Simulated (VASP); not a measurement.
# InP (F-43m) in VASP: notebook, part 2 of 2

VASP 6.6.1. The steps go on from the part before.

**3. Relaxation of the atoms, LDA**

The input, INCAR:

```
  PREC = Accurate
  ENCUT = 450
  EDIFF = 1E-7
  ISMEAR = 0
  SIGMA = 0.05
  LREAL = F
  LASPH = T
  NELM = 120
  ALGO = Normal
  ISIF = 2
  LWAVE = F
  LCHARG = F
  GGA = CA
  IBRION = 2
  NSW = 50
  EDIFFG = -0.01
  GGA_COMPAT = F
  NELMIN = 4
```

The input, KPOINTS:

```
regular mesh
0
Gamma
  10 10 10
```

The input, POSCAR:

```
InP
1.0
    0.0000000000      2.9134905978      2.9134905978
    2.9134905978      0.0000000000      2.9134905978
    2.9134905978      2.9134905978      0.0000000000
In P
1 1
Direct
    0.0000000000      0.0000000000      0.0000000000
    0.7500000000      0.7500000000      0.7500000000
```

Potentials or basis: VASP PAW LDA potentials, release 64 (In_d, P).

On the command line:

```bash
cat potpaw_LDA.64/In_d/POTCAR potpaw_LDA.64/P/POTCAR > POTCAR
mpirun -np 1 vasp_std > vasp.out
```

OUTCAR:

```text
PREC = Accurate
   ENCUT = 450
   EDIFF = 1E-7
   ISMEAR = 0
   LREAL = F
   LASPH = T
   NELM = 120
   ISIF = 2
   GGA = CA
   IBRION = 2
   NSW = 50
   EDIFFG = -0.01
   NELMIN = 4

 ion  position               nearest neighbor table
   1  0.000  0.000  0.000-   2 2.52   2 2.52   2 2.52   2 2.52
   2  0.750  0.750  0.750-   1 2.52   1 2.52   1 2.52   1 2.52

  LATTYP: Found a face centered cubic cell.
 ALAT       =     5.8269811956

  Lattice vectors:

 A1 = (   0.0000000000,   2.9134905978,   2.9134905978)
 A2 = (   2.9134905978,   0.0000000000,   2.9134905978)
 A3 = (   2.9134905978,   2.9134905978,   0.0000000000)

Analysis of symmetry for initial positions (statically):
=====================================================================
 Subroutine PRICEL returns:
 Original cell was already a primitive cell.

 Routine SETGRP: Setting up the symmetry group for a
 face centered cubic supercell.

 Subroutine GETGRP returns: Found 24 space group operations
 (whereof 24 operations were pure point group operations)
 out of a pool of 48 trial point group operations.

The static configuration has the point symmetry T_d .

Analysis of symmetry for dynamics (positions and initial velocities):
=====================================================================
 Subroutine PRICEL returns:
 Original cell was already a primitive cell.

 Routine SETGRP: Setting up the symmetry group for a
 face centered cubic supercell.

 Subroutine GETGRP returns: Found 24 space group operations
 (whereof 24 operations were pure point group operations)
 out of a pool of 48 trial point group operations.

The dynamic configuration has the point symmetry T_d .

 Subroutine INISYM returns: Found 24 space group operations
 (whereof 24 operations are pure point group operations),
 and found     1 'primitive' translations

----------------------------------------------------------------------------------------

                                     Primitive cell

  volume of cell :      49.4619

  direct lattice vectors                    reciprocal lattice vectors
     0.000000000  2.913490598  2.913490598    -0.171615450  0.171615450  0.171615450
     2.913490598  0.000000000  2.913490598     0.171615450 -0.171615450  0.171615450
     2.913490598  2.913490598  0.000000000     0.171615450  0.171615450 -0.171615450

  length of vectors
     4.120297917  4.120297917  4.120297917     0.297246679  0.297246679  0.297246679

  position of ions in fractional coordinates (direct lattice)
     0.000000000  0.000000000  0.000000000
     0.750000000  0.750000000  0.750000000

  ion indices of the primitive-cell ions
   primitive index   ion index
                 1           1
                 2           2

----------------------------------------------------------------------------------------

 KPOINTS: regular mesh

Automatic generation of k-mesh.
 Grid dimensions read from file:
 generate k-points for:   10   10   10

 Generating k-lattice:

  Cartesian coordinates                     Fractional coordinates (reciprocal lattice)
    -0.017161545  0.017161545  0.017161545     0.100000000  0.000000000  0.000000000
     0.017161545 -0.017161545  0.017161545     0.000000000  0.100000000  0.000000000
     0.017161545  0.017161545 -0.017161545     0.000000000  0.000000000  0.100000000

  Length of vectors
[... 41 lines left out ...]
   dimension x,y,z NGXF=    60 NGYF=   60 NGZF=   60
   ions per type =               1   1
   NGX,Y,Z   is equivalent  to a cutoff of  12.10, 12.10, 12.10 a.u.
   NGXF,Y,Z  is equivalent  to a cutoff of  24.21, 24.21, 24.21 a.u.
 SYSTEM =  unknown system
   PREC   = accura    normal or accurate (medium, high low for compatibility)
   ISTART =      0    job   : 0-new  1-cont  2-samecut
   ICHARG =      2    charge: 1-file 2-atom 10-const
   ISPIN  =      1    spin polarized calculation?
   LNONCOLLINEAR =      F non collinear calculations
   LSORBIT =      F    spin-orbit coupling
   LASPH  =      T    aspherical Exc in radial PAW
   ENCUT  =  450.0 eV  33.07 Ry    5.75 a.u.   7.13  7.13  7.13*2*pi/ulx,y,z
   NELM   =    120;   NELMIN=  4; NELMDL= -5     # of ELM steps
   EDIFF  = 0.1E-06   stopping-criterion for ELM
   LREAL  =      F    real-space projection
   EDIFFG = -.1E-01   stopping-criterion for IOM
   NSW    =     50    number of steps for IOM
   IBRION =      2    ionic relax: 0-MD 1-quasi-New 2-CG
   NFREE  =      1    steps in history (QN), initial steepest desc. (CG)
   ISIF   =      2    stress and relaxation
   ISYM   =      2    0-nonsym 1-usesym 2-fastsym
   POTIM  = 0.5000    time-step for ionic-motion
   TEBEG  =    0.0;   TEEND  =   0.0 temperature during run
   PSTRESS=    0.0 pullay stress
   NELECT =      18.0000    total number of electrons
   NUPDOWN=      -1.0000    fix difference up-down
   EMIN   =  10.00;   EMAX   =-10.00  energy-range for DOS
   EFERMI =   0.00;   METHOD = LEGACY
   ISMEAR =     0;   SIGMA  =   0.05  broadening in eV -4-tet -1-fermi 0-gaus
   EFERMI_NEDOS =   21; number of points for ismear=-14 and -15
   IALGO  =     38    algorithm
   IMIX   =      4    mixing-type and parameters
     AMIX     =   0.40;   BMIX     =  1.00
     AMIX_MAG =   1.60;   BMIX_MAG =  1.00
  volume/ion in A,a.u.               =      24.73       166.89
  Fermi-wavevector in a.u.,A,eV,Ry     =   1.168805  2.208721 18.586987  1.366105
  Thomas-Fermi vector in A             =   2.305287
   LORBIT       =      0    0 simple, 1 ext, 2 COOP (PROOUT), +10 PAW based schemes
   GGA     = CA    functional components
   LHFCALC =     F    Hartree Fock is set to
   AEXX    =    0.0000 exact exchange contribution
   IVDW    =     0    specifies the selected vdW correction
   LEPSILON=     F    determine dielectric tensor
   LRPA    =     F    only Hartree local field effects (RPA)
 conjugate gradient relaxation of ions
 non-spin polarized calculation
 Gauss-broadening in eV      SIGMA  =   0.05
  energy-cutoff  :      450.00
  volume of cell :       49.46
 maximum number of plane-waves:      1090
 NGX is ok and might be reduce to    30
   NGX = 15   NGY = 15   NGZ = 15

 number of electron      18.0000011 magnetization

 Free energy of the ion-electron system (eV)
  ---------------------------------------------------
  ext. energy  EPLUGINS =         0.00000000
  ---------------------------------------------------
  free energy    TOTEN  =        -9.67435301 eV

  energy without entropy =       -9.67435301  energy(sigma->0) =       -9.67435301

 E-fermi :   5.4061     XC(G=0):  -9.6864

 val. band max:        5.2028695723   @ k =   0.0000   0.0000   0.0000
 cond. band min:       5.8086311717   @ k =   0.0000   0.0000   0.0000
 fundamental gap:      0.6057615994
 Fermi energy:         5.4061220144

 k-point     1 :       0.0000    0.0000    0.0000
  band No.  band energies     occupation
      1      -9.0211      2.00000
      2      -9.0211      2.00000
      3      -9.0211      2.00000
      4      -8.8571      2.00000
      5      -8.8571      2.00000
      6      -6.4640      2.00000
      7       5.2029      2.00000
      8       5.2029      2.00000
      9       5.2029      2.00000
     10       5.8086      0.00000
     11       9.1661      0.00000
     12       9.1661      0.00000
     13       9.1661      0.00000
[... 354 lines left out ...]
  band No.  band energies     occupation
      1      -9.1795      2.00000
      2      -8.9389      2.00000
      3      -8.9352      2.00000
      4      -8.8963      2.00000
      5      -8.8283      2.00000
      6      -4.7220      2.00000
      7       0.3395      2.00000
      8       2.9135      2.00000
      9       3.1963      2.00000
     10       7.2851      0.00000
     11       8.1285      0.00000
     12      11.9734      0.00000
     13      12.6523      0.00000

 [... further k-points ...]

------------------------ aborting loop because EDIFF is reached ----------------------------------------

  FORCE on cell =-STRESS in cart. coord.  units (eV):
  Direction    XX          YY          ZZ          XY          YZ          ZX
  --------------------------------------------------------------------------------------
  -------------------------------------------------------------------------------------
  Total        0.0148436      0.0148436      0.0148436      0.0000000      0.0000000     -0.0000000
  in kB        0.4808153      0.4808153      0.4808153      0.0000000      0.0000000     -0.0000000
  external PRESSURE =       0.4808153 kB  Pullay stress =       0.0000000 kB

 VOLUME and BASIS-vectors are now :
 -----------------------------------------------------------------------------
  energy-cutoff  :      450.00
  volume of cell :       49.46
      direct lattice vectors                 reciprocal lattice vectors
     0.000000000  2.913490598  2.913490598    -0.171615450  0.171615450  0.171615450
     2.913490598  0.000000000  2.913490598     0.171615450 -0.171615450  0.171615450
     2.913490598  2.913490598  0.000000000     0.171615450  0.171615450 -0.171615450

 POSITION                                       TOTAL-FORCE (eV/Angst)
 -----------------------------------------------------------------------------------
      0.00000      0.00000      0.00000        -0.000000     -0.000000     -0.000000
      4.37024      4.37024      4.37024         0.000000      0.000000      0.000000
 -----------------------------------------------------------------------------------
    total drift:                                0.000000      0.000000      0.000000

  FREE ENERGIE OF THE ION-ELECTRON SYSTEM (eV)
  ---------------------------------------------------
  free  energy   TOTEN  =        -9.6743530138 eV

  energy  without entropy=       -9.6743530138  energy(sigma->0) =       -9.67435301

 reached required accuracy - stopping structural energy minimisation
```

OSZICAR:

```text
N       E                     dE             d eps       ncg     rms          rms(c)
DAV:   1     0.106282174001E+03    0.10628E+03   -0.80575E+03  1232   0.142E+03
DAV:   2    -0.241787037307E+01   -0.10870E+03   -0.10564E+03  1267   0.310E+02
DAV:   3    -0.990679640922E+01   -0.74889E+01   -0.74489E+01  1607   0.879E+01
DAV:   4    -0.101085369319E+02   -0.20174E+00   -0.20162E+00  1447   0.161E+01
DAV:   5    -0.101175901083E+02   -0.90532E-02   -0.90527E-02  1845   0.291E+00    0.599E+00
DAV:   6    -0.972213614445E+01    0.39545E+00   -0.71710E-01  1810   0.158E+01    0.360E+00
DAV:   7    -0.967994543247E+01    0.42191E-01   -0.18391E-01  1674   0.384E+00    0.118E+00
DAV:   8    -0.967466753590E+01    0.52779E-02   -0.15533E-02  1698   0.176E+00    0.432E-01
DAV:   9    -0.967433440956E+01    0.33313E-03   -0.15515E-03  1570   0.639E-01    0.180E-01
DAV:  10    -0.967435195632E+01   -0.17547E-04   -0.15428E-04  1666   0.102E-01    0.118E-01
DAV:  11    -0.967435458824E+01   -0.26319E-05   -0.23780E-05  1815   0.698E-02    0.330E-02
DAV:  12    -0.967435306148E+01    0.15268E-05   -0.68986E-06  1487   0.501E-02    0.182E-02
DAV:  13    -0.967435301379E+01    0.47692E-07   -0.31790E-07  1335   0.532E-03
   1 F= -.96743530E+01 E0= -.96743530E+01  d E =-.967435E+01
```

CONTCAR:

```text
InP
   1.00000000000000
     0.0000000000000000    2.9134905978000001    2.9134905978000001
     2.9134905978000001    0.0000000000000000    2.9134905978000001
     2.9134905978000001    2.9134905978000001    0.0000000000000000
  In              P
     1     1
Direct
     0.0000000000000000    0.0000000000000000    0.0000000000000000
     0.7500000000000000    0.7500000000000000    0.7500000000000000

  0.00000000E+00  0.00000000E+00  0.00000000E+00
  0.00000000E+00  0.00000000E+00  0.00000000E+00
```

Run time: 28 s. Hardware: 1 thread of Oxide Virtual Turin-like, shared host; peak memory 0.13 GiB.

What came out:

| Quantity | Value |
| --- | --- |
| Free energy | -9.6744 eV |
| Pressure after relaxing | 0.0 GPa |
| Band gap on the k mesh | 0.61 eV |

Final structure:
```
CELL_PARAMETERS angstrom
0.00000 2.91349 2.91349
2.91349 0.00000 2.91349
2.91349 2.91349 0.00000
ATOMIC_POSITIONS crystal
In 0.00000 0.00000 0.00000
P 0.75000 0.75000 0.75000
```

Caveat: the relaxation stopped at its first step, so nothing moved; semilocal functionals underestimate gaps, and a narrow one can read as zero; spin-orbit coupling is left out, which moves the levels of the heavy elements.

**4. How close it comes**

Step 3. A measured gap of InP is 1.4236 eV (direct; 1.6 K; a printed reference work, data compilation); the calculated 0.61 eV misses it by -0.82 eV. Spin-orbit coupling on In is left out. The value is that of LDA, without temperature or zero-point motion. Semilocal functionals fall short of measured gaps as a rule.
